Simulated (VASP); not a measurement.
GaP in VASP 6.6.1, single-point calculation

INCAR

```
NELMIN = 8
PREC = Accurate
NBANDS = 16
IBRION = -1
LCHARG = .FALSE.
EDIFF = 1E-7
LREAL = .FALSE.
ENCUT = 520
SIGMA = 0.02
LASPH = .FALSE.
LWAVE = .FALSE.
ISIF = 2
NSW = 0
GGA = PE
ISMEAR = -1
BMIX = 0.5
NELM = 120
```

KPOINTS

```
KPOINTS created by Atomic Simulation Environment
0
Gamma
8 8 8
0 0 0
```

POSCAR

```
Ga P
 1.0000000000000000
     3.1864348745051778    0.0000000000000000    0.0000000000000000
    -0.0000000000000000    3.1864348745051778    0.0000000000000000
     0.0000000000000000    0.0000000000000000    3.1864348745051778
 Ga  P
   1   1
Cartesian
  0.0000000000000000  0.0000000000000000  0.0000000000000000
  1.5932174372525889  1.5932174372525889  1.5932174372525889
```

The recommended PBE PAW datasets give the neutral cell 18 valence electrons.

Command

```
mpirun -np 1 vasp_std
```

OSZICAR

```
N       E                     dE             d eps       ncg     rms          rms(c)
DAV:   1     0.685112960612E+02    0.68511E+02   -0.91439E+03  1224   0.175E+03
DAV:   2    -0.336018731053E+01   -0.71871E+02   -0.68415E+02  1256   0.284E+02
DAV:   3    -0.767036519215E+01   -0.43102E+01   -0.42898E+01  1440   0.556E+01
DAV:   4    -0.772147586174E+01   -0.51111E-01   -0.51097E-01  1344   0.621E+00
DAV:   5    -0.772240550697E+01   -0.92965E-03   -0.92948E-03  1504   0.783E-01    0.338E+00
DAV:   6    -0.763230829872E+01    0.90097E-01   -0.15227E-01  1552   0.811E+00    0.199E+00
DAV:   7    -0.762460810502E+01    0.77002E-02   -0.18002E-02  1488   0.977E-01    0.777E-01
DAV:   8    -0.762342423363E+01    0.11839E-02   -0.25823E-03  1384   0.622E-01    0.554E-02
DAV:   9    -0.762343444424E+01   -0.10211E-04   -0.17880E-04  1736   0.224E-01    0.340E-02
DAV:  10    -0.762343469018E+01   -0.24594E-06   -0.80461E-06  1424   0.327E-02    0.102E-02
DAV:  11    -0.762343637151E+01   -0.16813E-05   -0.21734E-06  1424   0.251E-02    0.318E-03
DAV:  12    -0.762343630591E+01    0.65603E-07   -0.17372E-07  1128   0.423E-03
   1 F= -.76234363E+01 E0= -.76225194E+01  d E =-.183383E-02
```

Standard output (part)

```
POSCAR found type information on POSCAR GaP
 POSCAR found :  2 types and       2 ions
 LDA part: xc-table for (Slater+PW92), standard interpolation
 POSCAR, INCAR and KPOINTS ok, starting setup
 WAVECAR not read
 entering main loop
```

From OUTCAR

```
k-points           NKPTS =     35   k-points in BZ     NKDIM =     35   number of bands    NBANDS=     16

   NELECT =      18.0000    total number of electrons

   dimension x,y,z NGX =    24 NGY =   24 NGZ =   24
   dimension x,y,z NGXF=    48 NGYF=   48 NGZF=   48

  energy-cutoff  :      520.00
  volume of cell :       32.35
      direct lattice vectors                 reciprocal lattice vectors
     3.186434875  0.000000000  0.000000000     0.313830359  0.000000000  0.000000000
     0.000000000  3.186434875  0.000000000     0.000000000  0.313830359  0.000000000
     0.000000000  0.000000000  3.186434875     0.000000000  0.000000000  0.313830359

 k-points in reciprocal lattice and weights: KPOINTS created by Atomic Simulation Env
   0.00000000  0.00000000  0.00000000       0.002
   0.12500000  0.00000000  0.00000000       0.012
   0.25000000  0.00000000  0.00000000       0.012
   0.37500000  0.00000000  0.00000000       0.012
   0.50000000  0.00000000  0.00000000       0.006
   0.12500000  0.12500000  0.00000000       0.023
   0.25000000  0.12500000  0.00000000       0.047
   0.37500000  0.12500000  0.00000000       0.047
   ...

 E-fermi :   7.6277

 k-point     1 :       0.0000    0.0000    0.0000
  band No.  band energies     occupation
      1      -7.4041      2.00000
      2      -7.4041      2.00000
      3      -7.2492      2.00000
      4      -7.2492      2.00000
      5      -7.2492      2.00000
      6      -6.3963      2.00000
      7       6.5952      2.00000
      8       6.6996      2.00000
      9       6.6996      2.00000
     10       6.6996      2.00000
     11      11.8721      0.00000
     12      11.8721      0.00000
     13      18.3713      0.00000
     14      18.3713      0.00000
     15      18.3713      0.00000
     16      21.5258      0.00000

 k-point     2 :       0.1250    0.0000    0.0000
  band No.  band energies     occupation
      1      -7.4016      2.00000
      2      -7.3866      2.00000
      3      -7.2585      2.00000
      4      -7.2585      2.00000
      5      -7.2482      2.00000
      6      -6.1861      2.00000
      7       4.3503      2.00000
      8       6.8985      2.00000
      9       6.8985      2.00000
     10       7.9892      0.00000
     11      12.0588      0.00000
     12      13.2720      0.00000
     13      17.1699      0.00000
     14      17.1699      0.00000
     15      17.5539      0.00000
     16      21.6433      0.00000

 k-point     3 :       0.2500    0.0000    0.0000
  band No.  band energies     occupation
      1      -7.3958      2.00000
      2      -7.3466      2.00000
      3      -7.2806      2.00000
      4      -7.2806      2.00000
      5      -7.2458      2.00000
      6      -5.5677      2.00000
      7       1.8764      2.00000
      8       7.4642      1.99944
      9       7.4642      1.99944
     10       8.8629      0.00000
     11      12.6014      0.00000
     12      14.5996      0.00000
     13      15.1120      0.00000
     14      15.1120      0.00000
     15      17.6297      0.00000
     16      20.2807      0.00000

 ...

  Total        0.3417993      0.3417993      0.3417993     -0.0000000      0.0000000     -0.0000000
  in kB       16.9264801     16.9264801     16.9264801     -0.0000000      0.0000000     -0.0000000
  external PRESSURE =      16.9264801 kB  Pullay stress =       0.0000000 kB

 POSITION                                       TOTAL-FORCE (eV/Angst)
 -----------------------------------------------------------------------------------
      0.00000      0.00000      0.00000         0.000000      0.000000      0.000000
      1.59322      1.59322      1.59322         0.000000      0.000000      0.000000
 -----------------------------------------------------------------------------------
    total drift:                                0.000000      0.000000      0.000000

  FREE ENERGIE OF THE ION-ELECTRON SYSTEM (eV)
  ---------------------------------------------------
  free  energy   TOTEN  =        -7.6234363059 eV

  energy  without entropy=       -7.6216024770  energy(sigma->0) =       -7.62251939
```

It converged. Results: gap between bands v and c on the k mesh -3.63 eV (bands overlap: a metal); least direct gap on the k mesh 0.00 eV; pressure 1.7 GPa. Band v is the last that the valence electrons fill when counted band by band, and c is the next.

For comparison, a separate PBE run of the intended cell, on usual settings and not on those above, gives a gap of -3.63 eV on its mesh and a pressure of 2.1 GPa.

The run above took about 4 s on one core of a shared host (Intel Xeon 6975P-C) and held 0.15 GiB at most.
